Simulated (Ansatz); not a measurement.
Crystal: InAs.

```
CELL_PARAMETERS angstrom
0.00000 3.01800 3.01800
3.01800 0.00000 3.01800
3.01800 3.01800 0.00000
ATOMIC_POSITIONS crystal
In 0.00000 0.00000 0.00000
As 0.75000 0.75000 0.75000
```

Below is the output of Ansatz 0.2.0 for this cell. Logs are shortened: lines on timing, memory, paths and dates and some standing lists are left out, and cuts for length are marked.

```text
Warning: RAYON_NUM_THREADS=1 ignored (pool sized by the plan → 1); use --threads N
LAPW: plane waves up to 8.956 Å⁻¹, error target 1.0e-3 eV per atom; small_component_spin mean_spin; As in spheres of 1.231 Å, 23 of its electrons in bands, Dirac shells []; In in spheres of 1.305 Å, 21 of its electrons in bands, Dirac shells [] (how accurate: hamiltonian.pseudopotentials.lapw.basis_error, Limitations)
Engine: ansatz 0.2.0, x86_64-unknown-linux-gnu
Pseudopotentials: kind: all_electron
Pseudopotential: In, LAPW, valence charge 21, lapw/all_electron/scalar/gaussian/In, Koelling and Harmon's equation, gaussian nucleus
Pseudopotential: As, LAPW, valence charge 23, lapw/all_electron/scalar/gaussian/As, Koelling and Harmon's equation, gaussian nucleus
Functional definition: SPW92
  exchange = slater_x
  correlation = pw_c
Crystal: 2 atoms, lattice volume = 54.978 Å³
Basis set: ecut = 305.58502266811274 eV, 645 PW (Γ), exchange–correlation at level 2
Bands: 27, of which v1, the nominal top of the filled ones, is band 22 counted from 1 (21 counted from 0)
Symmetry: 24 space group operations
Space group: F-43m (ITA 216), of the structure as read, at distance tolerance 3.8e-5 Å
k-points: 16 of 216 (time reversal used)
Non-local potential: In, projectors of the file, none
Non-local potential: As, projectors of the file, none
Initial density: superposition of atomic densities (chi_scale 0.1, normalization cell, long waves kept (reshape's long-wave potential 0.00 eV rms))
Initial wavefunctions: plane waves of lowest kinetic energy (no species holds an atomic orbital)
Functional: x = slater, c = lda
iter 1 solved again at ethr=1.89e-3 eV; its pass at ethr=1.00e-1 eV (dr2=8.32e-1 eV) is discarded
[... 100 lines left out ...]
  k-point 1: bands = ["-174.2060", "-118.1215", "-118.1215", "-118.1215", "-105.4136", "-64.0126", "-64.0125", "-64.0125", "-25.6845", "-25.6844", "-25.6844", "-25.6761", "-25.6761", "-4.9470", "-4.8997", "-4.8997", "-4.7790", "-4.7790", "-2.2453", "6.8377", "9.1213", "9.1213", "10.5479", "13.6564", "13.7232", "13.7232", "17.8437"]
  k-point 2: bands = ["-174.2060", "-118.1215", "-118.1215", "-118.1215", "-105.4136", "-64.0126", "-64.0125", "-64.0125", "-25.6845", "-25.6843", "-25.6843", "-25.6760", "-25.6760", "-5.0136", "-4.8830", "-4.8830", "-4.7752", "-4.7752", "-1.5315", "4.6059", "8.6341", "8.6341", "10.3929", "14.0963", "14.0963", "15.4606", "17.4239"]
  k-point 15: bands = ["-174.2060", "-118.1215", "-118.1215", "-118.1215", "-105.4136", "-64.0126", "-64.0126", "-64.0126", "-25.6847", "-25.6842", "-25.6840", "-25.6761", "-25.6757", "-5.0874", "-4.8492", "-4.8318", "-4.8020", "-4.7656", "-0.4499", "3.5924", "6.5847", "6.6341", "12.4216", "12.7920", "15.7826", "16.3299", "19.0885"]
--- Elastic constants: 2 strain directions × 2 members + reference (group order 24) ---
  dense FFT box of the reference and of every strained cell: 30×30×30
  strains applied: 11, 23; error gains: componentwise 1.00 (the most a stress slope's error grows in a printed constant), spectral 1.73 (1 for all six strains in a standard setting)
  C = ∂σ_k/∂η_j (tension-positive GPa; Voigt order 11 22 33 23 13 12):
        82.184     47.556     47.556      0.000     -0.000     -0.000
        47.556     82.184     47.556     -0.000      0.000     -0.000
        47.556     47.556     82.184     -0.000     -0.000     -0.000
         0.000     -0.000     -0.000     59.606     -0.000      0.000
         0.000      0.000     -0.000      0.000     59.606     -0.000
        -0.000      0.000     -0.000      0.000     -0.000     59.606
  reference stress σ⁰ (GPa):      0.210      0.210      0.210     -0.000      0.000     -0.000
  no Pulay correction (none for the plane-wave cutoff is built on LAPW): the batch's stresses and constants are at fixed plane waves
  C* (energy form; C + prestress term) asymmetry max|C*_kj − C*_jk| = 2.132e-14 GPa — a small one proves nothing (zero by symmetry where the batch's group is 432, −43m or m−3m); a large one is finite-difference/SCF noise where every solve meets its electron count
  moduli (Voigt/Reuss/Hill, GPa): K = 59.10/59.10/59.10   G = 42.69/30.15/36.42   E = 90.64   ν = 0.244
  mechanically stable: yes (min eigenvalue of sym C = 34.63 GPa)
  where every solve meets its electron count the energy-path curvature estimates C_jj along a normal strain and C_jj − ¼(σ⁰_aa + σ⁰_bb) along a shear (ab), closely only under elastic.basis: deformed
  strain η (Voigt 11):  stress-route row diagonal C_11 = 82.18 GPa, energy-path curvature d²(F+E_count)/dδ²/Ω₀ = 82.18 GPa
         δ    σ_11 (GPa)             F (eV)   n_scf  n_hpsi   n_pw
    -2.000e-3       0.0453     -221347.4251396       8   24519    692
     2.000e-3       0.3740     -221347.4248516       8   24465    692
  strain η (Voigt 23):  stress-route row diagonal C_44 = 59.61 GPa, energy-path curvature d²(F+E_count)/dδ²/Ω₀ = 59.50 GPa
         δ    σ_23 (GPa)             F (eV)   n_scf  n_hpsi   n_pw
    -2.000e-3      -0.1192     -221347.4250112       8   37486    692
     2.000e-3       0.1192     -221347.4250112       8   37479    692
```

Task: Write the input and the command behind it.

Result: Elastic constants with LDA, no spin polarisation. The files as run (others can give the same):

input.yaml
```yaml
crystal:
  lattice:
    - [0.0, 3.018, 3.018]
    - [3.018, 0.0, 3.018]
    - [3.018, 3.018, 0.0]
  atoms:
    - { symbol: In, position: [0.0, 0.0, 0.0] }
    - { symbol: As, position: [0.75, 0.75, 0.75] }
kpoints:
  mp_grid: { grid: [6, 6, 6] }
scf:
  occupations: { method: fermi_dirac, width: 0.05 }
hamiltonian:
  xc: lda
  pseudopotentials: { kind: all_electron, lapw: { basis_error: 0.001 } }
output:
  forces: true
  stress: true
elastic:
  mode: clamped_ion
  stencil: two_point
```

Potentials or basis: all-electron LAPW, scalar-relativistic.
Command:
```sh
$ ansatz run input.yaml --threads 1 --pin off --max-ram 3072MiB --backend cpu --events-out ev --progress --plain --runs-dir out
```

Caveat: the k mesh is thin for a metal, which can move the energy by tens of meV per atom; a metal's response needs a denser mesh; elastic constants of metals need much finer meshes, so these are rough; this crystal is a semiconductor, whose small gap the functional closes, so the metal is an error of the method.
